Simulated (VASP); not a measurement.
# Ge (Fd-3m) in VASP: a series of runs

The runs below take Ge through single point, with LDA.

Everything below comes from runs of VASP 6.6.1. Logs are shortened: lines on timing, memory, paths and dates and some standing lists are left out, and cuts for length are marked.

## 1. The undisturbed crystal

Symmetry: Fd-3m, No. 227, cubic system. The conventional cell has a = 5.658 Å, b = 5.658 Å, c = 5.658 Å, α = 90.00°, β = 90.00°, γ = 90.00°. Ge (site symmetry -43m) is surrounded by 4 Ge at 2.45 Å.

## 2. Single point, LDA (a relaxed cell with its volume scaled by 1.06)

The input, INCAR:

```
  PREC = Accurate
  ENCUT = 520
  EDIFF = 1E-7
  ISMEAR = 0
  SIGMA = 0.02
  LREAL = False
  LASPH = True
  NELM = 100
  ALGO = Normal
  ISIF = 2
  LWAVE = False
  LCHARG = False
  GGA = CA
```

The input, KPOINTS:

```
Automatic mesh
0
Gamma
  10 10 10
```

The input, POSCAR:

```
Ge                                      
1.0
   -0.0000000000      2.8673548384      2.8673548384
    2.8673548384      0.0000000000      2.8673548384
    2.8673548384      2.8673548384      0.0000000000
  Ge            
     2
Direct
     0.0000000000000000    0.0000000000000000    0.0000000000000000
     0.2500000000000000    0.2500000000000000    0.2500000000000000
```

Potentials or basis: VASP PAW LDA potentials, release 64 (Ge_d).

Launch:

```console
$ cat potpaw_LDA.64/Ge_d/POTCAR > POTCAR
$ mpirun -np 1 vasp_std > vasp.out
```

OUTCAR:

```text
PREC = Accurate
   ENCUT = 520
   EDIFF = 1E-7
   ISMEAR = 0
   LREAL = False
   LASPH = True
   NELM = 100
   ISIF = 2
   GGA = CA

 ion  position               nearest neighbor table
   1  0.000  0.000  0.000-   2 2.48   2 2.48   2 2.48   2 2.48
   2  0.250  0.250  0.250-   1 2.48   1 2.48   1 2.48   1 2.48

  LATTYP: Found a face centered cubic cell.
 ALAT       =     5.7347096768

  Lattice vectors:

 A1 = (   0.0000000000,   2.8673548384,   2.8673548384)
 A2 = (   2.8673548384,   0.0000000000,   2.8673548384)
 A3 = (   2.8673548384,   2.8673548384,   0.0000000000)

Analysis of symmetry for initial positions (statically):
=====================================================================
 Subroutine PRICEL returns:
 Original cell was already a primitive cell.

 Routine SETGRP: Setting up the symmetry group for a
 face centered cubic supercell.

 Subroutine GETGRP returns: Found 48 space group operations
 (whereof 24 operations were pure point group operations)
 out of a pool of 48 trial point group operations.

The static configuration has the point symmetry T_d .
 The point group associated with its full space group is O_h .

Analysis of symmetry for dynamics (positions and initial velocities):
=====================================================================
 Subroutine PRICEL returns:
 Original cell was already a primitive cell.

 Routine SETGRP: Setting up the symmetry group for a
 face centered cubic supercell.

 Subroutine GETGRP returns: Found 48 space group operations
 (whereof 24 operations were pure point group operations)
 out of a pool of 48 trial point group operations.

The dynamic configuration has the point symmetry T_d .
 The point group associated with its full space group is O_h .

 Subroutine INISYM returns: Found 48 space group operations
 (whereof 24 operations are pure point group operations),
 and found     1 'primitive' translations

----------------------------------------------------------------------------------------

                                     Primitive cell

  volume of cell :      47.1492

  direct lattice vectors                    reciprocal lattice vectors
     0.000000000  2.867354838  2.867354838    -0.174376744  0.174376744  0.174376744
     2.867354838  0.000000000  2.867354838     0.174376744 -0.174376744  0.174376744
     2.867354838  2.867354838  0.000000000     0.174376744  0.174376744 -0.174376744

  length of vectors
     4.055052101  4.055052101  4.055052101     0.302029380  0.302029380  0.302029380

  position of ions in fractional coordinates (direct lattice)
     0.000000000  0.000000000  0.000000000
     0.250000000  0.250000000  0.250000000

  ion indices of the primitive-cell ions
   primitive index   ion index
                 1           1
                 2           2

----------------------------------------------------------------------------------------

 KPOINTS: Automatic mesh

Automatic generation of k-mesh.
 Grid dimensions read from file:
 generate k-points for:   10   10   10

 Generating k-lattice:

  Cartesian coordinates                     Fractional coordinates (reciprocal lattice)
    -0.017437674  0.017437674  0.017437674     0.100000000  0.000000000  0.000000000
     0.017437674 -0.017437674  0.017437674     0.000000000  0.100000000  0.000000000
     0.017437674  0.017437674 -0.017437674     0.000000000  0.000000000  0.100000000

  Length of vectors
     0.030202938  0.030202938  0.030202938

  Shift w.r.t. Gamma in fractional coordinates (k-lattice)
     0.000000000  0.000000000  0.000000000

 Subroutine IBZKPT returns following result:
 ===========================================

 Found     47 irreducible k-points:

 Following reciprocal coordinates:
            Coordinates               Weight
  0.000000  0.000000  0.000000      1.000000
  0.100000  0.000000  0.000000      8.000000
  0.200000  0.000000  0.000000      8.000000
  0.300000  0.000000  0.000000      8.000000
  0.400000  0.000000  0.000000      8.000000
  0.500000  0.000000  0.000000      4.000000
[... 16 lines left out ...]
  0.300000  0.300000  0.000000      6.000000
  0.400000  0.300000  0.000000     24.000000
 [... further k-points ...]
   k-points           NKPTS =     47   k-points in BZ     NKDIM =     47   number of bands    NBANDS=     18
   number of dos      NEDOS =    301   number of ions     NIONS =      2
   total plane-waves  NPLWV =  27000
   dimension x,y,z NGX =    30 NGY =   30 NGZ =   30
   dimension x,y,z NGXF=    60 NGYF=   60 NGZF=   60
   ions per type =               2
   NGX,Y,Z   is equivalent  to a cutoff of  12.30, 12.30, 12.30 a.u.
   NGXF,Y,Z  is equivalent  to a cutoff of  24.60, 24.60, 24.60 a.u.
 SYSTEM =  unknown system
   PREC   = accura    normal or accurate (medium, high low for compatibility)
   ISTART =      0    job   : 0-new  1-cont  2-samecut
   ICHARG =      2    charge: 1-file 2-atom 10-const
   ISPIN  =      1    spin polarized calculation?
   LNONCOLLINEAR =      F non collinear calculations
   LSORBIT =      F    spin-orbit coupling
   LASPH  =      T    aspherical Exc in radial PAW
   ENCUT  =  520.0 eV  38.22 Ry    6.18 a.u.   7.54  7.54  7.54*2*pi/ulx,y,z
   NELM   =    100;   NELMIN=  2; NELMDL= -5     # of ELM steps
   EDIFF  = 0.1E-06   stopping-criterion for ELM
   LREAL  =      F    real-space projection
   EDIFFG = 0.1E-05   stopping-criterion for IOM
   NSW    =      0    number of steps for IOM
   IBRION =     -1    ionic relax: 0-MD 1-quasi-New 2-CG
   NFREE  =      0    steps in history (QN), initial steepest desc. (CG)
   ISIF   =      2    stress and relaxation
   ISYM   =      2    0-nonsym 1-usesym 2-fastsym
   POTIM  = 0.5000    time-step for ionic-motion
   TEBEG  =    0.0;   TEEND  =   0.0 temperature during run
   PSTRESS=    0.0 pullay stress
   NELECT =      28.0000    total number of electrons
   NUPDOWN=      -1.0000    fix difference up-down
   EMIN   =  10.00;   EMAX   =-10.00  energy-range for DOS
   EFERMI =   0.00;   METHOD = LEGACY
   ISMEAR =     0;   SIGMA  =   0.02  broadening in eV -4-tet -1-fermi 0-gaus
   EFERMI_NEDOS =   21; number of points for ismear=-14 and -15
   IALGO  =     38    algorithm
   IMIX   =      4    mixing-type and parameters
     AMIX     =   0.40;   BMIX     =  1.00
     AMIX_MAG =   1.60;   BMIX_MAG =  1.00
  volume/ion in A,a.u.               =      23.57       159.09
  Fermi-wavevector in a.u.,A,eV,Ry     =   1.376056  2.600369 25.763037  1.893530
  Thomas-Fermi vector in A             =   2.501335
   LORBIT       =      0    0 simple, 1 ext, 2 COOP (PROOUT), +10 PAW based schemes
   GGA     = CA    functional components
   LHFCALC =     F    Hartree Fock is set to
   AEXX    =    0.0000 exact exchange contribution
   IVDW    =     0    specifies the selected vdW correction
   LEPSILON=     F    determine dielectric tensor
   LRPA    =     F    only Hartree local field effects (RPA)
 non-spin polarized calculation
 Gauss-broadening in eV      SIGMA  =   0.02
  energy-cutoff  :      520.00
  volume of cell :       47.15
 maximum number of plane-waves:      1295
   NGX = 15   NGY = 15   NGZ = 15

 number of electron      27.9999989 magnetization

 Free energy of the ion-electron system (eV)
  ---------------------------------------------------
  ext. energy  EPLUGINS =         0.00000000
  ---------------------------------------------------
  free energy    TOTEN  =       -10.35755505 eV

  energy without entropy =      -10.35750990  energy(sigma->0) =      -10.35753247

 E-fermi :   4.2823     XC(G=0): -10.0991

 val. band max:        4.1189305911   @ k =   0.1000   0.0000   0.0000
 cond. band min:       4.2823336725   @ k =   0.5000   0.0000   0.0000
 fundamental gap:      0.1634030814
 Fermi energy:         4.2823322485

 k-point     1 :       0.0000    0.0000    0.0000
  band No.  band energies     occupation
      1     -20.5495      2.00000
      2     -20.5495      2.00000
      3     -20.5495      2.00000
      4     -20.5158      2.00000
      5     -20.5158      2.00000
      6     -20.3262      2.00000
[... 10 lines left out ...]
     17       6.8441      0.00000
     18       6.8441      0.00000

 k-point     2 :       0.1000    0.0000    0.0000
  band No.  band energies     occupation
      1     -20.5546      2.00000
      2     -20.5546      2.00000
      3     -20.5480      2.00000
      4     -20.5089      2.00000
      5     -20.5089      2.00000
      6     -20.3349      2.00000
[... 10 lines left out ...]
     17       7.1369      0.00000
     18       7.3363      0.00000

 k-point     3 :       0.2000    0.0000    0.0000
  band No.  band energies     occupation
      1     -20.5626      2.00000
      2     -20.5626      2.00000
      3     -20.5440      2.00000
      4     -20.4962      2.00000
      5     -20.4962      2.00000
      6     -20.3460      2.00000
[... 10 lines left out ...]
     17       7.6796      0.00000
     18       8.7774      0.00000

 k-point     4 :       0.3000    0.0000    0.0000
  band No.  band energies     occupation
      1     -20.5682      2.00000
      2     -20.5682      2.00000
      3     -20.5390      2.00000
      4     -20.4857      2.00000
      5     -20.4857      2.00000
      6     -20.3540      2.00000
[... 375 lines left out ...]
      4     -20.4868      2.00000
      5     -20.4664      2.00000
      6     -20.3759      2.00000
[... 10 lines left out ...]
     17       8.4077      0.00000
     18       9.2969      0.00000

 k-point    23 :       0.3000    0.3000    0.0000
  band No.  band energies     occupation
      1     -20.5708      2.00000
      2     -20.5708      2.00000
      3     -20.5488      2.00000
      4     -20.4732      2.00000
      5     -20.4360      2.00000
      6     -20.4248      2.00000
[... 10 lines left out ...]
     17      10.8182      0.00000
     18      10.8182      0.00000

 k-point    24 :       0.4000    0.3000    0.0000
  band No.  band energies     occupation
      1     -20.5799      2.00000
      2     -20.5750      2.00000
      3     -20.5340      2.00000
      4     -20.4597      2.00000
      5     -20.4406      2.00000
      6     -20.4206      2.00000
[... 10 lines left out ...]
     17      10.7489      0.00000
     18      11.3148      0.00000

 [... further k-points ...]

------------------------ aborting loop because EDIFF is reached ----------------------------------------

  FORCE on cell =-STRESS in cart. coord.  units (eV):
  Direction    XX          YY          ZZ          XY          YZ          ZX
  --------------------------------------------------------------------------------------
  -------------------------------------------------------------------------------------
  Total       -1.0679176     -1.0679176     -1.0679176      0.0000000      0.0000000      0.0000000
  in kB      -36.2889185    -36.2889185    -36.2889185      0.0000000      0.0000000      0.0000000
  external PRESSURE =     -36.2889185 kB  Pullay stress =       0.0000000 kB

 VOLUME and BASIS-vectors are now :
 -----------------------------------------------------------------------------
  energy-cutoff  :      520.00
  volume of cell :       47.15
      direct lattice vectors                 reciprocal lattice vectors
     0.000000000  2.867354838  2.867354838    -0.174376744  0.174376744  0.174376744
     2.867354838  0.000000000  2.867354838     0.174376744 -0.174376744  0.174376744
     2.867354838  2.867354838  0.000000000     0.174376744  0.174376744 -0.174376744

 POSITION                                       TOTAL-FORCE (eV/Angst)
 -----------------------------------------------------------------------------------
      0.00000      0.00000      0.00000        -0.000000     -0.000000     -0.000000
      1.43368      1.43368      1.43368         0.000000      0.000000      0.000000
 -----------------------------------------------------------------------------------
    total drift:                                0.000000      0.000000      0.000000

  FREE ENERGIE OF THE ION-ELECTRON SYSTEM (eV)
  ---------------------------------------------------
  free  energy   TOTEN  =       -10.3575550504 eV

  energy  without entropy=      -10.3575098966  energy(sigma->0) =      -10.35753247
```

Run time: 28 s. Hardware: 1 thread of Intel Xeon Platinum 8259CL at 2.50GHz (Skylake/Cascade Lake), shared host; peak memory 0.16 GiB.

Results:

- Free energy: -10.3576 eV
- Pressure: -3.6 GPa
- Band gap on the k mesh: none (metal or under the smearing width)

## 3. Single point, LDA (a relaxed cell with its volume scaled by 0.91)

INCAR is that of step 2.

KPOINTS is that of step 2.

The input, POSCAR:

```
Ge                                      
1.0
   -0.0000000000      2.7251680152      2.7251680152
    2.7251680152      0.0000000000      2.7251680152
    2.7251680152      2.7251680152      0.0000000000
  Ge            
     2
Direct
     0.0000000000000000    0.0000000000000000    0.0000000000000000
     0.2500000000000000    0.2500000000000000    0.2500000000000000
```

Potentials or basis: VASP PAW LDA potentials, release 64 (Ge_d).

Launch:

```console
$ cat potpaw_LDA.64/Ge_d/POTCAR > POTCAR
$ mpirun -np 1 vasp_std > vasp.out
```

OUTCAR:

```text
PREC = Accurate
   ENCUT = 520
   EDIFF = 1E-7
   ISMEAR = 0
   LREAL = False
   LASPH = True
   NELM = 100
   ISIF = 2
   GGA = CA

 ion  position               nearest neighbor table
   1  0.000  0.000  0.000-   2 2.36   2 2.36   2 2.36   2 2.36
   2  0.250  0.250  0.250-   1 2.36   1 2.36   1 2.36   1 2.36

  LATTYP: Found a face centered cubic cell.
 ALAT       =     5.4503360304

  Lattice vectors:

 A1 = (   0.0000000000,   2.7251680152,   2.7251680152)
[... 693 lines left out ...]

------------------------ aborting loop because EDIFF is reached ----------------------------------------

  FORCE on cell =-STRESS in cart. coord.  units (eV):
  Direction    XX          YY          ZZ          XY          YZ          ZX
  --------------------------------------------------------------------------------------
  -------------------------------------------------------------------------------------
  Total        2.1554978      2.1554978      2.1554978     -0.0000000      0.0000000     -0.0000000
  in kB       85.3195022     85.3195022     85.3195022     -0.0000000      0.0000000     -0.0000000
  external PRESSURE =      85.3195022 kB  Pullay stress =       0.0000000 kB

 VOLUME and BASIS-vectors are now :
 -----------------------------------------------------------------------------
  energy-cutoff  :      520.00
  volume of cell :       40.48
      direct lattice vectors                 reciprocal lattice vectors
     0.000000000  2.725168015  2.725168015    -0.183474926  0.183474926  0.183474926
     2.725168015  0.000000000  2.725168015     0.183474926 -0.183474926  0.183474926
     2.725168015  2.725168015  0.000000000     0.183474926  0.183474926 -0.183474926

 POSITION                                       TOTAL-FORCE (eV/Angst)
 -----------------------------------------------------------------------------------
      0.00000      0.00000      0.00000         0.000000      0.000000      0.000000
      1.36258      1.36258      1.36258         0.000000     -0.000000     -0.000000
 -----------------------------------------------------------------------------------
    total drift:                                0.000000      0.000000      0.000000

  FREE ENERGIE OF THE ION-ELECTRON SYSTEM (eV)
  ---------------------------------------------------
  free  energy   TOTEN  =       -10.2899385891 eV

  energy  without entropy=      -10.2899385891  energy(sigma->0) =      -10.28993859
```

It took 28 s on 1 thread of Intel Xeon Platinum 8259CL at 2.50GHz (Skylake/Cascade Lake), shared host; peak memory 0.16 GiB.

What came out:

```
Free energy            : -10.2899 eV
Pressure               : 8.5 GPa
Band gap on the k mesh : 0.32 eV, indirect (least direct gap 0.92 eV)
```

A k mesh can miss the band edges.
